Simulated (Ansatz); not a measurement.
The system is TiC.

```
Ti C
1.0
     0.00000    2.16572    2.16572
     2.16572    0.00000    2.16572
     2.16572    2.16572    0.00000
Ti C
1 1
Direct
  0.00000 0.00000 0.00000
  0.50000 0.50000 0.50000
```

The cell is a database's computed one.

Program: Ansatz 0.2.0. Alike in all runs: potentials or basis all-electron LAPW, scalar-relativistic; no spin polarisation; cell as given; k mesh 11 × 11 × 11; basis error allowed 0.001 eV/atom.

Question: Order these runs on this cell by their pressure, lowest first.
A. level PBEsol+U; U Ti d U = 6 eV; cutoff (eV) 312; smearing fermi-dirac 0.05 eV
B. level PBEsol+U; U Ti d U = 8 eV; cutoff (eV) 312; smearing fermi-dirac 0.05 eV
C. level PBE; cutoff (eV) 313; smearing gaussian 0.011 eV
D. level LDA; cutoff (eV) 312; smearing fermi-dirac 0.05 eV

Answer: D (-12.5 GPa), C (0.2 GPa), A (4.4 GPa), B (10.2 GPa).

Caveats: U is the effective U less J, on atomic orbitals that reach past the spheres (some runs); U without spin polarisation on a metal has little footing (some runs); the U is typed as a test and isn't derived for this compound (some runs).

Not every run made on this cell is shown here.
